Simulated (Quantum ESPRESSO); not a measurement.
# PbSe (Clausthalite) under changes of volume

One of the cells (28.671 Å³/atom); the others are scaled copies at fixed shape and fractional positions:

```xyz
2
Lattice="0.0000 3.0606 3.0606 3.0606 0.0000 3.0606 3.0606 3.0606 0.0000" Properties=species:S:1:pos:R:3 pbc="T T T"
Pb    0.0000    0.0000    0.0000
Se    3.0606    3.0606    3.0606
```

| Item | Value |
| --- | --- |
| Program | Quantum ESPRESSO 7.5 |
| Functional | PBE |
| Potentials or basis | SSSP 1.3 efficiency PBE |
| Cutoff | 748 eV |
| Density cutoff | 5987 eV |
| k mesh | 8 × 8 × 8 |
| Occupations | fermi-dirac, width 0.05 eV |
| Spin | no spin polarisation |

```tsv
volume (Å³/atom)	energy over the lowest point (meV/atom)	pressure (GPa)	gap on the mesh (eV)
26.951	?	?	?
27.524	36.23	4.9	0.15
28.097	20.77	3.6	0.23
28.671	9.88	2.4	0.30
29.244	3.08	1.3	0.36
29.818	0.00	0.3	0.42
30.391	0.25	-0.6	0.47
```

Q: What does the run at 26.951 Å³/atom give?

A: Energy over the lowest point 56.67 meV/atom; pressure 6.3 GPa; gap on the mesh 0.07 eV.

Worked out: A Birch-Murnaghan fit of order 3 (a polynomial in V^(-2/3)) to the other rows has its minimum at 30.06 Å³/atom with B0 = V·E''(V) = 47 GPa and B' = 4.4. It gives 56.75 meV/atom at 26.951 Å³/atom, against the run's 56.67, and -dE/dV = 6.5 GPa, against 6.3.

Energies are extrapolated to zero smearing.

Caveats: spin-orbit coupling is left out, which as a rule narrows the gap of such compounds by several tenths of an eV.

A mesh can miss the band edges.
